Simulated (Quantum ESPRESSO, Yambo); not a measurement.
# BN (P6_3/mmc): G0W0 in Yambo against the bands

Aim: move the bands of a G0W0 run on BN (P6_3/mmc) over a wide range.

Program: Yambo 5.3.0. Level of theory: PBE and many-body steps on it, plane waves. Results are calculated unless marked as measured.

Most raw output is cut from this account.

## 1. Starting point

The structure is hexagonal, space group P6_3/mmc (No. 194). The conventional cell has a = 2.504 Å, b = 2.504 Å, c = 6.661 Å, α = 90.00°, β = 90.00°, γ = 120.00°. B has 3 N at 1.45 Å nearest. Nearest to N lie 3 B at 1.45 Å. Farther neighbours and most contacts between anions are not listed.

Structure file:

```xyz
4
Lattice="2.5040 0.0000 0.0000 -1.2520 2.1685 0.0000 0.0000 0.0000 6.6612" Properties=species:S:1:pos:R:3 pbc="T T T"
B     0.0000    1.4457    1.6653
B     1.2520    0.7228    4.9959
N     0.0000    1.4457    4.9959
N     1.2520    0.7228    1.6653
```

The cell and positions come from the Crystallography Open Database and are kept as given unless a step says otherwise.

## 2. 32 bands

This step: Yambo 5.3.0; G0W0 on PBE, plane waves, norm-conserving pseudopotentials.

Now the one-shot GW correction: screening in the RPA, then the self-energy of the levels asked for.

Contents of gw1.in:

```
HF_and_locXC
gw0
dyson
ppa
em1d
rim_cut
RandQpts= 1000000
RandGvec= 1 RL
EXXRLvcs= 72 Ry
VXCRLvcs= 288 Ry
Chimod= "HARTREE"
% BndsRnXp
 1 | 32 |
%
NGsBlkXp= 15.5 Ry
% LongDrXp
 1 | 1 | 1 |
%
% GbndRnge
 1 | 32 |
%
DysSolver= "n"
ExtendOut
PPAPntXp= 27.21138 eV
% QPkrange
 14 | 14 | 7 | 10 |
 7 | 7 | 7 | 10 |
 1 | 1 | 7 | 10 |
%
```

On the command line:

```
> OMP_NUM_THREADS=1 mpirun -n 4 yambo -F gw1.in -J gw1 -C gw1 > gw1.log
```

It took 34 s on 4 MPI ranks of Arm Neoverse V1, shared host; peak memory 1.3 GiB; 2.2 min of CPU time.

This step gave:

```
G0W0 gap on the points computed              : 5.584 eV
starting gap on the mesh                     : 4.314 eV
k of the valence top                         : 0.3333, 0.3333, -0.5
k of the conduction bottom                   : 0, -0.5, 0
least direct G0W0 gap on the computed points : 6.095 eV
Z at the valence top                         : 0.8083
Z at the conduction bottom                   : 0.8431
```

The gap on the mesh goes from 4.31 eV to 5.58 eV, a correction of +1.27 eV.

## 3. 61 bands

gw2.in, as its differences from gw1.in of step 2:

```diff
@@ -12,3 +12,3 @@
 % BndsRnXp
- 1 | 32 |
+ 1 | 61 |
 %
@@ -19,3 +19,3 @@
 % GbndRnge
- 1 | 32 |
+ 1 | 61 |
 %
```

On the command line:

```
> OMP_NUM_THREADS=1 mpirun -n 4 yambo -F gw2.in -J gw2 -C gw2 > gw2.log
```

Wall time 63 s (4 MPI ranks); peak memory 1.3 GiB.

This step gave:

```yaml
g0w0_gap_on_the_points_computed: 5.592 eV
starting_gap_on_the_mesh: 4.314 eV
k_of_the_valence_top: 0.3333, 0.3333, -0.5
k_of_the_conduction_bottom: 0, -0.5, 0
least_direct_g0w0_gap_on_the_computed_points: 6.085 eV
z_at_the_valence_top: 0.8069
z_at_the_conduction_bottom: 0.8410
```

Against the run before, the gap moves by +0.008 eV.

## 4. 115 bands

gw3.in, as its differences from gw2.in of step 3:

```diff
@@ -12,3 +12,3 @@
 % BndsRnXp
- 1 | 61 |
+ 1 | 115 |
 %
@@ -19,3 +19,3 @@
 % GbndRnge
- 1 | 61 |
+ 1 | 115 |
 %
```

On the command line:

```
> OMP_NUM_THREADS=1 mpirun -n 4 yambo -F gw3.in -J gw3 -C gw3 > gw3.log
```

The job ended after 2 min (4 MPI ranks; peak memory 1.5 GiB).

Numbers from this step:

- G0W0 gap on the points computed: 5.674 eV
- starting gap on the mesh: 4.314 eV
- k of the valence top: 0.3333, 0.3333, -0.5
- k of the conduction bottom: 0, -0.5, 0
- least direct G0W0 gap on the computed points: 6.151 eV

Against the run before, the gap moves by +0.082 eV.

## 5. 206 bands

gw4.in, as its differences from gw3.in of step 4:

```diff
@@ -12,3 +12,3 @@
 % BndsRnXp
- 1 | 115 |
+ 1 | 206 |
 %
@@ -19,3 +19,3 @@
 % GbndRnge
- 1 | 115 |
+ 1 | 206 |
 %
```

On the command line:

```
> OMP_NUM_THREADS=1 mpirun -n 4 yambo -F gw4.in -J gw4 -C gw4 > gw4.log
```

Wall time 3.4 min (4 MPI ranks); peak memory 1.8 GiB; 14 min of CPU time.

This step gave:

- G0W0 gap on the points computed: 5.737 eV
- starting gap on the mesh: 4.314 eV
- k of the valence top: 0.3333, 0.3333, -0.5
- k of the conduction bottom: 0, -0.5, 0
- least direct G0W0 gap on the computed points: 6.206 eV

Against the run before, the gap moves by +0.063 eV.

## 6. 313 bands

gw5.in, as its differences from gw4.in of step 5:

```diff
@@ -12,3 +12,3 @@
 % BndsRnXp
- 1 | 206 |
+ 1 | 313 |
 %
@@ -19,3 +19,3 @@
 % GbndRnge
- 1 | 206 |
+ 1 | 313 |
 %
```

On the command line:

```
> OMP_NUM_THREADS=1 mpirun -n 4 yambo -F gw5.in -J gw5 -C gw5 > gw5.log
```

It took 5.2 min on 4 MPI ranks; peak memory 2.2 GiB; 21 min of CPU time.

Numbers from this step:

```
G0W0 gap on the points computed              : 5.767 eV
starting gap on the mesh                     : 4.314 eV
k of the valence top                         : 0.3333, 0.3333, -0.5
k of the conduction bottom                   : 0, -0.5, 0
least direct G0W0 gap on the computed points : 6.233 eV
```

Against the run before, the gap moves by +0.030 eV.

## 7. 434 bands

gw6.in, as its differences from gw5.in of step 6:

```diff
@@ -12,3 +12,3 @@
 % BndsRnXp
- 1 | 313 |
+ 1 | 434 |
 %
@@ -19,3 +19,3 @@
 % GbndRnge
- 1 | 313 |
+ 1 | 434 |
 %
```

On the command line:

```
> OMP_NUM_THREADS=1 mpirun -n 4 yambo -F gw6.in -J gw6 -C gw6 > gw6.log
```

It took 7.1 min on 4 MPI ranks; peak memory 2.6 GiB; 28 min of CPU time.

This step gave:

* G0W0 gap on the points computed: 5.779 eV
* starting gap on the mesh: 4.314 eV
* k of the valence top: 0.3333, 0.3333, -0.5
* k of the conduction bottom: 0, -0.5, 0
* least direct G0W0 gap on the computed points: 6.245 eV

Against the run before, the gap moves by +0.013 eV.

## 8. Side by side

Times are wall times on 4 MPI ranks of Arm Neoverse V1, shared host. The host was busy with other work, so they are no guide to cost.

```tsv
run	mesh	bands	screening cutoff (eV)	DFT gap (eV)	gap on the mesh (eV)	direct (eV)	time
32 bands	6×6×2	32	210.9	4.314	5.584	6.095	34 s
61 bands	6×6×2	61	210.9	4.314	5.592	6.085	63 s
115 bands	6×6×2	115	210.9	4.314	5.674	6.151	2 min
206 bands	6×6×2	206	210.9	4.314	5.737	6.206	3.4 min
313 bands	6×6×2	313	210.9	4.314	5.767	6.233	5.2 min
434 bands	6×6×2	434	210.9	4.314	5.779	6.245	7.1 min
```

## 9. Outcome

```yaml
32_bands: 5.584 eV
61_bands: 5.592 eV
115_bands: 5.674 eV
206_bands: 5.737 eV
313_bands: 5.767 eV
434_bands: 5.779 eV
known_limits: not at the basis limit; coarse k mesh
```

**Reading.** The setting moved: bands. From 32 bands to 434 bands the gap moves by +0.20 eV, for 13 times the time. The last step still moves it by +0.013 eV. Bands and screening cutoff are coupled, so a series along one setting does not show full convergence. Bands and cutoff are finite, so the gap is not at the basis limit. The miss can reach some tenths of an eV and take either sign; the mesh is an error of its own. In the G0W0 runs levels were corrected at 3 k points alone, so a gap called «on the mesh» is the least over those, and an edge elsewhere would be missed. The 6×6×2 mesh is coarse for this cell, which bears on the long-range parts of exchange and screening.

[Paths, hosts, dates, memory and timing lines, banners, echoed tables and standing remarks are left out of the program output.]

[Logs are printed without paths, hosts, clocks, repeated set-up lines and the standing remarks that a program may print on its own settings, such as how far it seeks lower states.]

[Runs of the session that timed out or met a known fault of the program may be left out.]

[Hosts, paths, dates, database ids (printed as entryN), source tags and the programs' standing remarks are cut or masked in the printed files.]
